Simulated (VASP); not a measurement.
# CsI (Pm-3m) in VASP: further runs

One crystal, CsI, is run at these levels: PBEsol; tasks: single point.

All numbers are computed with VASP 6.6.1; they aren't measurements. Logs are shortened: lines on timing, memory, paths and dates and some standing lists are left out, and cuts for length are marked.

## (1) Starting point

It takes space group Pm-3m (No. 221, cubic). Conventional cell: a = 4.567 Å, b = 4.567 Å, c = 4.567 Å, α = 90.00°, β = 90.00°, γ = 90.00°. Around Cs (site symmetry m-3m) lie 8 I at 3.95 Å. I (site symmetry m-3m) is surrounded by 8 Cs at 3.95 Å.

## (2) Single point, PBEsol

The input, INCAR:

```
SYSTEM = CsI
PREC = Accurate
ENCUT = 520
EDIFF = 1E-6
ISMEAR = 0
SIGMA = 0.05
LREAL = .FALSE.
LASPH = .TRUE.
NELM = 100
ALGO = Fast
ISIF = 2
LWAVE = .FALSE.
LCHARG = .FALSE.
GGA = PS
NBANDS = 15
```

The input, KPOINTS:

```
Automatic mesh
0
G
  6 6 6
  0 0 0
```

The input, POSCAR:

```
CsI
1.0
    4.5667000000      0.0000000000      0.0000000000
    0.0000000000      4.5667000000      0.0000000000
    0.0000000000      0.0000000000      4.5667000000
Cs I
1 1
Direct
    0.0000000000      0.0000000000      0.0000000000
    0.5000000000      0.5000000000      0.5000000000
```

Potentials or basis: VASP PAW PBE potentials, release 64 (Cs_sv, I).

Started as:

```console
cat potpaw_PBE.64/Cs_sv/POTCAR potpaw_PBE.64/I/POTCAR > POTCAR
mpirun -np 1 vasp_std > vasp.out
```

OUTCAR:

```text
SYSTEM = CsI
   PREC = Accurate
   ENCUT = 520
   EDIFF = 1E-6
   ISMEAR = 0
   LREAL = .FALSE.
   LASPH = .TRUE.
   NELM = 100
   ISIF = 2
   GGA = PS

 ion  position               nearest neighbor table
   1  0.000  0.000  0.000-
   2  0.500  0.500  0.500-

  LATTYP: Found a simple cubic cell.
 ALAT       =     4.5667000000

  Lattice vectors:

 A1 = (   4.5667000000,   0.0000000000,   0.0000000000)
 A2 = (   0.0000000000,   4.5667000000,   0.0000000000)
 A3 = (   0.0000000000,   0.0000000000,   4.5667000000)

Analysis of symmetry for initial positions (statically):
=====================================================================
 Subroutine PRICEL returns:
 Original cell was already a primitive cell.

 Routine SETGRP: Setting up the symmetry group for a
 simple cubic supercell.

 Subroutine GETGRP returns: Found 48 space group operations
 (whereof 48 operations were pure point group operations)
 out of a pool of 48 trial point group operations.

The static configuration has the point symmetry O_h .

Analysis of symmetry for dynamics (positions and initial velocities):
=====================================================================
 Subroutine PRICEL returns:
 Original cell was already a primitive cell.

 Routine SETGRP: Setting up the symmetry group for a
 simple cubic supercell.

 Subroutine GETGRP returns: Found 48 space group operations
 (whereof 48 operations were pure point group operations)
 out of a pool of 48 trial point group operations.

The dynamic configuration has the point symmetry O_h .

 Subroutine INISYM returns: Found 48 space group operations
 (whereof 48 operations are pure point group operations),
 and found     1 'primitive' translations

----------------------------------------------------------------------------------------

                                     Primitive cell

  volume of cell :      95.2374

  direct lattice vectors                    reciprocal lattice vectors
     4.566700000  0.000000000  0.000000000     0.218976504  0.000000000  0.000000000
     0.000000000  4.566700000  0.000000000     0.000000000  0.218976504  0.000000000
     0.000000000  0.000000000  4.566700000     0.000000000  0.000000000  0.218976504

  length of vectors
     4.566700000  4.566700000  4.566700000     0.218976504  0.218976504  0.218976504

  position of ions in fractional coordinates (direct lattice)
     0.000000000  0.000000000  0.000000000
[... 84 lines left out ...]
   NELECT =      16.0000    total number of electrons
   NUPDOWN=      -1.0000    fix difference up-down
   EMIN   =  10.00;   EMAX   =-10.00  energy-range for DOS
   EFERMI =   0.00;   METHOD = LEGACY
   ISMEAR =     0;   SIGMA  =   0.05  broadening in eV -4-tet -1-fermi 0-gaus
   EFERMI_NEDOS =   21; number of points for ismear=-14 and -15
   IALGO  =     68    algorithm
   IMIX   =      4    mixing-type and parameters
     AMIX     =   0.40;   BMIX     =  1.00
     AMIX_MAG =   1.60;   BMIX_MAG =  1.00
  volume/ion in A,a.u.               =      47.62       321.35
  Fermi-wavevector in a.u.,A,eV,Ry     =   0.903328  1.707043 11.102385  0.816002
  Thomas-Fermi vector in A             =   2.026641
   LORBIT       =      0    0 simple, 1 ext, 2 COOP (PROOUT), +10 PAW based schemes
   GGA     = PS    functional components
   LHFCALC =     F    Hartree Fock is set to
   AEXX    =    0.0000 exact exchange contribution
   IVDW    =     0    specifies the selected vdW correction
   LEPSILON=     F    determine dielectric tensor
   LRPA    =     F    only Hartree local field effects (RPA)
 non-spin polarized calculation
 RMM-DIIS sequential band-by-band and
 Gauss-broadening in eV      SIGMA  =   0.05
  energy-cutoff  :      520.00
  volume of cell :       95.24
 maximum number of plane-waves:      2593
 NGX is ok and might be reduce to    36
   NGX = 17   NGY = 17   NGZ = 17

 number of electron      16.0000003 magnetization

 Free energy of the ion-electron system (eV)
  ---------------------------------------------------
  ext. energy  EPLUGINS =         0.00000000
  ---------------------------------------------------
  free energy    TOTEN  =        -5.77035458 eV

  energy without entropy =       -5.77035458  energy(sigma->0) =       -5.77035458

 E-fermi :   0.9121     XC(G=0):  -7.9523

 val. band max:        0.6976480132   @ k =   0.5000   0.5000   0.0000
 cond. band min:       4.4017597431   @ k =   0.0000   0.0000   0.0000
 fundamental gap:      3.7041117299
 Fermi energy:         0.9120950900

 k-point     1 :       0.0000    0.0000    0.0000
  band No.  band energies     occupation
      1     -19.6622      2.00000
      2      -9.9972      2.00000
      3      -6.3446      2.00000
      4      -6.3446      2.00000
      5      -6.3446      2.00000
      6       0.6070      2.00000
      7       0.6070      2.00000
      8       0.6070      2.00000
      9       4.4018      0.00000
     10       4.7784      0.00000
     11       4.7784      0.00000
     12       8.4422      0.00000
     13       8.4422      0.00000
     14       8.4422      0.00000
[... 329 lines left out ...]
      2      -9.7203      2.00000
      3      -6.6027      2.00000
      4      -6.6027      2.00000
      5      -6.6027      2.00000
      6      -0.6396      2.00000
      7      -0.6396      2.00000
      8      -0.6396      2.00000
      9       7.7548      0.00000
     10       7.7548      0.00000
     11       7.7548      0.00000
     12       8.5118      0.00000
     13       8.5118      0.00000
     14       8.5118      0.00000
     15      10.5449      0.00000

------------------------ aborting loop because EDIFF is reached ----------------------------------------

  FORCE on cell =-STRESS in cart. coord.  units (eV):
  Direction    XX          YY          ZZ          XY          YZ          ZX
  --------------------------------------------------------------------------------------
  -------------------------------------------------------------------------------------
  Total       -0.2291072     -0.2291072     -0.2291072     -0.0000000     -0.0000000     -0.0000000
  in kB       -3.8542677     -3.8542677     -3.8542677     -0.0000000     -0.0000000     -0.0000000
  external PRESSURE =      -3.8542677 kB  Pullay stress =       0.0000000 kB

 VOLUME and BASIS-vectors are now :
 -----------------------------------------------------------------------------
  energy-cutoff  :      520.00
  volume of cell :       95.24
      direct lattice vectors                 reciprocal lattice vectors
     4.566700000  0.000000000  0.000000000     0.218976504  0.000000000  0.000000000
     0.000000000  4.566700000  0.000000000     0.000000000  0.218976504  0.000000000
     0.000000000  0.000000000  4.566700000     0.000000000  0.000000000  0.218976504

 POSITION                                       TOTAL-FORCE (eV/Angst)
 -----------------------------------------------------------------------------------
      0.00000      0.00000      0.00000         0.000000      0.000000      0.000000
      2.28335      2.28335      2.28335         0.000000      0.000000      0.000000
 -----------------------------------------------------------------------------------
    total drift:                               -0.000000      0.000000      0.000000

  FREE ENERGIE OF THE ION-ELECTRON SYSTEM (eV)
  ---------------------------------------------------
  free  energy   TOTEN  =        -5.7703545822 eV

  energy  without entropy=       -5.7703545822  energy(sigma->0) =       -5.77035458
```

It took 42 s on 1 thread of Intel Xeon Platinum 8375C at 2.90GHz (Ice Lake), shared host; peak memory 0.21 GiB.

Results:

| Quantity | Value |
| --- | --- |
| Free energy | -5.7704 eV |
| Pressure | -0.4 GPa |
| Band gap on the k mesh | 3.70 eV, indirect (least direct gap 3.79 eV) |

Caveat: the PAW data sets were made with another functional, which shifts forces and pressure a little; spin-orbit coupling is left out, which moves the levels of the heavy elements.

## (3) Single point, PBEsol

The input, INCAR:

```
SYSTEM = CsI
PREC     = Accurate       ! precision mode
ENCUT    = 520            ! plane-wave cutoff, eV
EDIFF    = 1E-6           ! SCF threshold, eV
ISMEAR   = 0              ! smearing method
SIGMA    = 0.05           ! smearing width, eV
LREAL    = .False.        ! projectors in reciprocal space
LASPH    = .True.         ! aspherical terms in the spheres
NELM     = 80             ! most SCF steps
ALGO     = Normal         ! electronic algorithm
ISIF     = 2              ! what is computed and relaxed
LWAVE    = .False.        ! write WAVECAR
LCHARG   = .False.        ! write CHGCAR
GGA      = PS             ! functional
NBANDS   = 15             ! bands
```

The input, KPOINTS:

```
Automatic mesh
0
Gamma
  6 6 6
  0 0 0
```

POSCAR is that of step 2.

Potentials or basis: VASP PAW PBE potentials, release 64 (Cs_sv, I).

Started as:

```console
cat potpaw_PBE.64/Cs_sv/POTCAR potpaw_PBE.64/I/POTCAR > POTCAR
mpirun -np 1 vasp_std > vasp.out
```

Run time: 34 s. Hardware: 1 thread of Intel Xeon Platinum 8375C at 2.90GHz (Ice Lake), shared host; peak memory 0.21 GiB.

It converged, with:

* Free energy: -5.7704 eV
* Pressure: -0.4 GPa
* Band gap on the k mesh: 3.70 eV, indirect (least direct gap 3.79 eV)

Levels at points of the mesh, in eV from the valence-band top:
```
           k point  band 5  band 6  band 7  band 8  band 9  band 10  band 11  band 12
(0.00, 0.00, 0.00)   -7.04   -0.09   -0.09   -0.09    3.70     4.08     4.08     7.74
(0.50, 0.00, 0.00)   -6.98   -1.60   -0.25   -0.25    5.11     6.34     6.64     6.70
(0.50, 0.50, 0.00)   -6.94   -0.88   -0.88    0.00    4.13     4.81     6.04     6.04
(0.50, 0.50, 0.50)   -7.30   -1.34   -1.34   -1.34    7.06     7.06     7.06     7.81
```

Caveat: the PAW data sets were made with another functional, which shifts forces and pressure a little; spin-orbit coupling is left out, which moves the levels of the heavy elements. A hybrid or GW would open this gap; PBEsol tends to underestimate it.
